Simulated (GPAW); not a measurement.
# CoO (I4/mmm) in GPAW: equation of state

How stiff is CoO in PBE, and what volume does it want? The cell is scaled to several volumes.

Everything below comes from runs of GPAW 26.7.0. Logs are shortened: lines on timing, memory, paths and dates and some standing lists are left out, and cuts for length are marked. The log counts tension as positive stress, the text compression.

### 1 The structure

It takes space group I4/mmm (No. 139, tetragonal). The conventional cell has a = 3.016 Å, b = 3.016 Å, c = 4.214 Å, α = 90.00°, β = 90.00°, γ = 90.00°. Co (site symmetry 4/mmm) has 6 O at 2.11 to 2.13 Å as nearest neighbours. O (site symmetry 4/mmm) is surrounded by 6 Co at 2.11 to 2.13 Å.

### 2 Equation of state, PBE, collinear spin, ferromagnetic start

run.py reads:

```python
from ase.eos import EquationOfState
from ase.io import Trajectory, read
from ase.units import GPa
from gpaw import GPAW, PW

atoms = read('CoO.xyz')
atoms.set_initial_magnetic_moments([2.0, 0.0])

traj = Trajectory('eos.traj', 'w')
volumes, energies = [], []
for x in [0.94, 0.96, 0.98, 1.0, 1.02, 1.04, 1.06]:
    a = atoms.copy()
    a.set_cell(atoms.cell * x**(1 / 3), scale_atoms=True)
    calc = GPAW(mode=PW(800),
                xc='PBE',
                kpts={'size': (12, 12, 12), 'gamma': True},
                occupations={'name': 'fermi-dirac', 'width': 0.05},
                nbands=17,
                convergence={'density': 1e-05, 'energy': 1e-05},
                maxiter=150,
                txt=f'eos-{x:.2f}.txt')
    a.calc = calc
    energies.append(a.get_potential_energy(force_consistent=True))
    volumes.append(a.get_volume())
    p = -a.get_stress()[:3].mean() / GPa
    calc.write(f'eos-{x:.2f}.gpw')
    traj.write(a)
    print(f'{x:.2f} {volumes[-1]:10.4f} A^3 {energies[-1]:14.6f} eV {p:9.3f} GPa', flush=True)

v0, e0, B = EquationOfState(volumes, energies, eos='birchmurnaghan').fit()
print(f'V0 = {v0:.4f} A^3, E0 = {e0:.6f} eV, B0 = {B / GPa:.2f} GPa')
```

CoO.xyz reads:

```xyz
2
Lattice="-1.5080000000 1.5080000000 2.1072475377 1.5080000000 -1.5080000000 2.1072475377 1.5080000000 1.5080000000 -2.1072475377" Properties=species:S:1:pos:R:3 pbc="T T T"
Co     0.0000000000      0.0000000000      0.0000000000
O      0.0000000000      0.0000000000      2.1072475377
```

Potentials or basis: GPAW PAW data sets (gpaw-data 1.2.1), pw.

Launch:

```console
OMP_NUM_THREADS=1 python run.py
```

The program printed:

```text
__  _  _
 | _ |_)|_||  |
 |__||  | ||/\| - 26.7.0

Input parameters:
  mode=PW(ecut=800.0),
  convergence={'density': 1e-05, 'energy': 1e-05},
  kpts=MonkhorstPack(size=(12, 12, 12), gamma=True),
  maxiter=150,
  nbands=17,
  occupations=Occupations(name='fermi-dirac', width=0.05),
  xc=XC(name='PBE')

Diagonalizing LCAO Hamiltonian
Converting LCAO to pw mode

       O

       Co

Atoms  # Å, Bohr magnetons
|   | symbol |        x |        y |        z |    initial magnetic moments |
|---|--------|----------|----------|----------|-----------------------------|
| 0 |     Co | 0.000000 | 0.000000 | 0.000000 | ( 0.0000,  0.0000,  2.0000) |
| 1 |      O | 0.000000 | 0.000000 | 2.064230 | ( 0.0000,  0.0000,  0.0000) |

Unit cell  # Å
| periodic |         x |         y |         z |  lengths |     angles |
|----------|-----------|-----------|-----------|----------|------------|
|      yes | -1.477216 |  1.477216 |  2.064230 | 2.936900 | 119.604665 |
|      yes |  1.477216 | -1.477216 |  2.064230 | 2.936900 | 119.604665 |
|      yes |  1.477216 |  1.477216 | -2.064230 | 2.936900 |  90.686115 |

Number of symmetries: 16
Symmetry operations  # r_c * U_cc + t_c -> r_c
|    | kind |            matrix            |
|----|------|------------------------------|
|  0 |  σ   |  1, 1, 1,  0, 0,-1,  0,-1, 0 |
|  1 |  C4  |  1, 1, 1,  0, 0,-1, -1, 0, 0 |
|  2 |  E   |  1, 0, 0,  0, 1, 0,  0, 0, 1 |
|  3 |  σ   |  1, 0, 0,  0, 1, 0, -1,-1,-1 |
|  4 |  σ   |  0, 1, 0,  1, 0, 0,  0, 0, 1 |
|  5 |  C2  |  0, 1, 0,  1, 0, 0, -1,-1,-1 |
|  6 |  C2  |  0, 0, 1, -1,-1,-1,  1, 0, 0 |
|  7 |  S4  |  0, 0, 1, -1,-1,-1,  0, 1, 0 |
|  8 |  C4  |  0, 0,-1,  1, 1, 1,  0,-1, 0 |
|  9 |  σ   |  0, 0,-1,  1, 1, 1, -1, 0, 0 |
| 10 |  σ   |  0,-1, 0, -1, 0, 0,  1, 1, 1 |
| 11 |  C2  |  0,-1, 0, -1, 0, 0,  0, 0,-1 |
| 12 |  C2  | -1, 0, 0,  0,-1, 0,  1, 1, 1 |
| 13 |  i   | -1, 0, 0,  0,-1, 0,  0, 0,-1 |
| 14 |  S4  | -1,-1,-1,  0, 0, 1,  1, 0, 0 |
| 15 |  C2  | -1,-1,-1,  0, 0, 1,  0, 1, 0 |

BZ-sampling:
  Number of BZ points: 1728
  Number of IBZ points: 163

  Monkhorst-Pack size: [12, 12, 12]
  Monkhorst-Pack shift: [0.041666666666666664, 0.041666666666666664, 0.041666666666666664]

K-points  # in reciprocal-cell coordinates
|     |                                coordinates |     weight |
|-----|--------------------------------------------|------------|
|   0 | ( -0.00000000,  -0.00000000,  -0.00000000) | 0.00057870 |
|   1 | (  0.08333333,  -0.08333333,  -0.00000000) | 0.00231481 |
|   2 | (  0.08333333,  -0.08333333,   0.08333333) | 0.00231481 |
|   3 | (  0.08333333,  -0.00000000,  -0.00000000) | 0.00462963 |
|   4 | (  0.08333333,   0.08333333,  -0.08333333) | 0.00115741 |
|   5 | (  0.16666667,  -0.16666667,  -0.00000000) | 0.00231481 |
|   6 | (  0.16666667,  -0.16666667,   0.08333333) | 0.00462963 |
|   7 | (  0.16666667,  -0.16666667,   0.16666667) | 0.00231481 |
|   8 | (  0.16666667,  -0.08333333,  -0.00000000) | 0.00925926 |
|   9 | (  0.16666667,  -0.08333333,   0.08333333) | 0.00462963 |
| ... |                                            |            |
| 162 | (  0.50000000,   0.50000000,   0.50000000) | 0.00057870 |

Plane wave coefficients: 941
Cutoff: 800.0 eV

Spin-components: 2 (collinear spins)
Bands:           17
Projectors:      11
Spin-degeneracy: 1
Datatype:        complex128

Density:
  Valence electrons: 15.0
  Components: 2
  Grid points: [20 20 20]
  Charge: 0.0  # |e|

Potential:
  Grid points: [20 20 20]

species:
  Co:
    name:    Cobalt
    Z:       27.0
    valence: 9
    core:    18
    charge:  0.0  # [|e|]
    compensation charges:
      type: gauss
      rc: 0.32  # [Å]
      lmax: 2
    cutoffs:
      filter: 1.87  # [Å]
      core: 2.55  # [Å]
    projectors
    | kind |    occ | energy [eV] | rcut [Å] |
    |------|--------|-------------|----------|
    |   4s |  2.000 |      -5.469 |    1.005 |
    |   4p |  0.000 |      -1.277 |    1.058 |
    |   3d |  7.000 |      -8.205 |    1.005 |
    |    s |        |      21.742 |    1.005 |
    |    p |        |      25.934 |    1.058 |
    |    d |        |      19.007 |    1.005 |

    Using partial waves for Co as LCAO basis

  O:
    name:    Oxygen
    Z:       8.0
    valence: 6
    core:    2
    charge:  0.0  # [|e|]
    compensation charges:
      type: gauss
      rc: 0.21  # [Å]
      lmax: 2
    cutoffs:
      filter: 1.17  # [Å]
      core: 0.83  # [Å]
    projectors
    | kind |    occ | energy [eV] | rcut [Å] |
    |------|--------|-------------|----------|
    |   2s |  2.000 |     -23.961 |    0.688 |
    |   2p |  4.000 |      -9.029 |    0.598 |
    |    s |        |       3.251 |    0.688 |
    |    p |        |      18.182 |    0.598 |
    |    d |        |       0.000 |    0.619 |

    Using partial waves for O as LCAO basis

Reference energy: -39943.562207  # eV

eigensolver:
  PPCG
  Converge bands: occupied
  niter=2

density mixing:
  MSR1-Mixer
  Pratt-step length: 0.05
  Maximum mixing coefficient: 0.75
  Old densities: 10
  SVD Regularization: 0.005
  Good broyden scale: 1.0
  Trust region scale: 1.0
  Backstep threshold: 4.0
  History deletion threshold: 6.0
  Fourier metric: weight=20.0, sigma=0.015

occupation numbers:
  Fermi-Dirac:
    width: 0.0500  # eV

poisson solver:
  ecut: 6400.0  # eV

xc functional:
[... 7 lines left out ...]

SCF iterations
|iter     | |      energy | eigst |  dens |  magmom |
|---------|-|-------------|-------|-------|---------|
|iter:   1| |  -14.716054 | +0.03 |       |  +2.0015|
|iter:   2| |  -14.573812 | -2.13 | -0.88 |  +2.0267|
|iter:   3| |  -14.315254 | -1.95 | -0.94 |  +2.1485|
|iter:   4| |  -14.367166 | -2.62 | -1.35 |  +2.2374|
|iter:   5| |  -14.413485 | -2.66 | -1.62 |  +2.4043|
|iter:   6| |  -14.416817 | -3.44 | -1.96 |  +2.4987|
|iter:   7| |  -14.417044 | -3.97 | -2.25 |  +2.5550|
|iter:   8| |  -14.417308 | -3.83 | -2.09 |  +2.6490|
|iter:   9| |  -14.417626 | -5.16 | -2.86 |  +2.6450|
|iter:  10| |  -14.417692 | -5.65 | -3.24 |  +2.6490|
|iter:  11| |  -14.417699c| -6.80 | -3.94 |  +2.6516|
|iter:  12| |  -14.417699c| -7.60c| -4.56 |  +2.6516|
|iter:  13| |  -14.417699c| -8.45c| -5.14c|  +2.6515|

Converged in 13 steps
Energy contributions relative to reference atoms: (reference = -39943.562207)

Energy contributions:
  Kinetic:          32.429136
  Coulomb:         -27.996942
  Zero:              0.111581
  External:          0.000000
  Xc:              -18.943908
  Entropy:          -0.035132
  Spinorbit:         0.000000
  ----------------------------
  Free energy:     -14.435265
  Extrapolated:    -14.417699

dipole moment: (-8.075762, -8.075762, 0.303066)  # |e|*Ang

Total magnetic moment: (0.000000, 0.000000, 2.651537)

Local magnetic moments
|        x |        y |        z |
|----------|----------|----------|
| 0.000000 | 0.000000 | 2.326754 |  # Co   0
| 0.000000 | 0.000000 | 0.188645 |  # O    1

Fermi level: 9.863
Eigenvalues  # (at kpt = [-0.000, -0.000, -0.000])
| band index |      eig [eV] | occ [0-1] |      eig [eV] | occ [0-1] |
|------------|---------------|-----------|---------------|-----------|
|          0 |       -11.128 |     1.000 |       -10.729 |     1.000 |
|          1 |         6.270 |     1.000 |         6.701 |     1.000 |
|          2 |         6.305 |     1.000 |         6.759 |     1.000 |
|          3 |         6.305 |     1.000 |         6.759 |     1.000 |
|          4 |         6.643 |     1.000 |         8.550 |     1.000 |
|          5 |         6.648 |     1.000 |         8.550 |     1.000 |
[... 9 lines left out ...]
|         15 |        32.268 |     0.000 |        33.215 |     0.000 |
|         16 |        32.745 |     0.000 |        33.698 |     0.000 |

No gap
No difference between direct/indirect transitions

Stress tensor  # eV/Ang^3
|         x |         y |         z |
|-----------|-----------|-----------|
| -0.070331 | -0.000000 |  0.000000 |
| -0.000000 | -0.070331 |  0.000000 |
|  0.000000 |  0.000000 | -0.076223 |

# Writing to eos-0.94.gpw (mode='')
```

Wall time 13 min (1 thread of Intel Xeon Platinum 8488C (Sapphire Rapids), shared host); peak memory 0.45 GiB.

Results:

```
Equilibrium volume                        : 9.64 Å³/atom (rough: see the caveat)
Bulk modulus at fixed shape and positions : 172 GPa (rough)
```

Energy against volume, from the lowest point:
```tsv
volume (Å³/atom)	energy (meV/atom)
9.009	23.32
9.201	11.14
9.392	3.36
9.584	0.00
9.776	0.87
9.967	5.68
10.159	14.11
```

Caveat: the fit is doubtful: noisy points or a state that changes with volume; the cell was scaled at fixed shape and fractional positions, which overstates the stiffness of a crystal with free parameters, most of all of layers and chains.
